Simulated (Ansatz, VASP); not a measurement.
Given: the input of a run of Ansatz 0.2.0 on Pt.

input.yaml

```yaml
crystal:
  lattice:
    - [0.0, 1.9609, 1.9609]
    - [1.9609, 0.0, 1.9609]
    - [1.9609, 1.9609, 0.0]
  atoms:
    - { symbol: Pt, position: [0.0, 0.0, 0.0] }
hamiltonian:
  xc: pbe
  pseudopotentials: { kind: paw }
kpoints:
  mp_grid: { grid: [12, 12, 12] }
scf:
  occupations: { method: gaussian, width: 0.017 }
output:
  forces: true
  stress: true
  eigenvalues: true
```

Potentials or basis: Ansatz PAW.

Launch:

```console
$ ansatz run input.yaml --threads 2 --pin off --max-ram 5632MiB --backend cpu --events-out ev --progress --plain --runs-dir out
```

Q: Set up the same calculation for VASP 6.6.1. Potentials there: VASP PAW PBE potentials, release 64 (Pt).

A: As run (the cutoff follows the program's own potentials):

File INCAR:

```
SYSTEM = Pt
  PREC = Accurate
  ENCUT = 520
  EDIFF = 1E-6
  ISMEAR = 0
  SIGMA = 0.017
  LREAL = .FALSE.
  LASPH = .TRUE.
  NELM = 100
  ALGO = Fast
  ISIF = 2
  LWAVE = .FALSE.
  LCHARG = .FALSE.
  GGA = PE
  NBANDS = 11
```

Contents of KPOINTS:

```
Automatic mesh
0
G
  12 12 12
  0 0 0
```

Contents of POSCAR:

```
Pt
1.0
    0.0000000000      1.9609000000      1.9609000000
    1.9609000000      0.0000000000      1.9609000000
    1.9609000000      1.9609000000      0.0000000000
Pt
1
Direct
    0.0000000000      0.0000000000      0.0000000000
```

Potentials or basis: VASP PAW PBE potentials, release 64 (Pt).

Run with:

```console
$ cat potpaw_PBE.64/Pt/POTCAR > POTCAR
$ mpirun -np 1 vasp_std > vasp.out
```

Both were run:

|  | VASP | Ansatz | Ansatz less VASP |
| --- | --- | --- | --- |
| gap on the k mesh at the Fermi level (eV) | none | none | - |
| pressure (GPa) | 9.7 | 10.2 | +0.53 |

A gap of «none» marks a metal or a gap that the smearing closes. The two sets of potentials don't hold the same shells in valence.

The runs have no spin-orbit coupling, so splittings on Pt are missing.
